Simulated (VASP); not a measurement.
**VASP inputs for BN (strained zincblende)**

INCAR

```
LWAVE = .FALSE.
NSW = 0
ENCUT = 520
NBANDS = 11
LREAL = .FALSE.
ISIF = 2
IBRION = -1
NELM = 120
LCHARG = .FALSE.
ISMEAR = -1
PREC = Accurate
SIGMA = 0.02
EDIFF = 1E-7
GGA = PE
LASPH = .TRUE.
```

KPOINTS

```
KPOINTS created by Atomic Simulation Environment
0
Gamma
12 12 12
0 0 0
```

KPOINTS_OPT

```
special points
7
Reciprocal
0.0000000000 0.0000000000 0.0000000000 1
-0.5000000000 -0.5000000000 0.0000000000 1
-0.3750000000 -0.3750000000 0.2500000000 1
-0.3750000000 0.0000000000 0.3750000000 1
0.0000000000 0.0000000000 0.5000000000 1
-0.5000000000 -0.2500000000 0.2500000000 1
0.0000000000 0.5000000000 0.5000000000 1
```

POSCAR

```
B  N
 1.0000000000000000
     0.0000000000000000    1.8048254497000000    1.8499460859000001
     1.8048254497000000    0.0000000000000000    1.8499460859000001
     1.8048254497000000    1.8048254497000000    0.0000000000000000
 B   N
   1   1
Cartesian
  0.0000000000000000  0.0000000000000000  0.0000000000000000
  0.9024127248500000  0.9024127248500000  0.9249730429500000
```

VASP ran with the recommended PBE PAW datasets (8 valence electrons in the cell).

Task: Estimate the main results of this run.

Result: gap between bands v and c 4.22 eV; least direct gap 8.59 eV; pressure -4.2 GPa.

Band v is the last that the valence electrons fill when counted band by band, and c is the next. Levels in eV from the top of v:

```tsv
point	v−1	v	c	c+1
Γ	0.00	0.00	8.59	8.59
X	-4.67	-4.67	4.64	9.42
K	-7.58	-4.19	6.61	12.40
L	-2.17	-1.80	9.57	10.61
W	-6.86	-6.45	9.54	13.22
```
